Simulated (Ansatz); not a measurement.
# InAs: the cost of one run

Program: Ansatz 0.2.0. Level of theory: DFT PBE, scalar-relativistic, plane waves, PAW. These are calculated values, not measurements.

The COD entry's cell or inner coordinates are ideal or old and differ from later refinements, so a difference from it is no clean test against experiment.

3 further runs of the same task are left out: 3 set aside as unsound or not needed.

### 1 The system as given

Symmetry: F-43m, No. 216, cubic system. The conventional cell has a = 6.188 Å, b = 6.188 Å, c = 6.188 Å, α = 90.00°, β = 90.00°, γ = 90.00°. Around In (site symmetry -43m) lie 4 As at 2.68 Å. Around As (site symmetry -43m) lie 4 In at 2.68 Å.

Coordinates:

```xyz
2
Lattice="0.0000 3.0938 3.0938 3.0938 0.0000 3.0938 3.0938 3.0938 0.0000" Properties=species:S:1:pos:R:3 pbc="T T T"
In    0.0000    0.0000    0.0000
As    4.6407    4.6407    4.6407
```

This cell was relaxed beforehand with the same method: volume 29.61 Å³/atom, gap on the mesh none (metal).

### 2 Relaxing at 4 GPa

What is minimised here is the enthalpy; the energy can go up as the cell is squeezed.

Input file input.yaml:

```yaml
crystal:
  lattice:
    - [0.0, 3.0937808094, 3.0937808094]
    - [3.0937808094, 0.0, 3.0937808094]
    - [3.0937808094, 3.0937808094, 0.0]
  atoms:
    - { symbol: In, position: [0.0, 0.0, 0.0] }
    - { symbol: As, position: [0.75, 0.75, 0.75] }
basis:
  ecutwfc: 420
kpoints:
  mp_grid: { grid: [12, 12, 12] }
hamiltonian:
  xc: pbe
scf:
  occupations: { method: fermi_dirac, width: 0.15 }
output:
  forces: true
  stress: true
  eigenvalues: true
relax:
  adjacent_minimum: "off"
  f_tol: 0.001
  max_steps: 60
  cell: { stress_tol: 0.02, p_target: 4.0 }
```

Launch:

```bash
$ ansatz run input.yaml --threads 1 --pin off --max-ram 3072MiB --backend cpu --events-out ev --progress --plain --runs-dir out
```

What time and memory should one allow on 1 thread of Intel Xeon Platinum 8259CL at 2.50GHz (Skylake/Cascade Lake), shared host?

About 68 s, with a peak of 0.47 GiB.
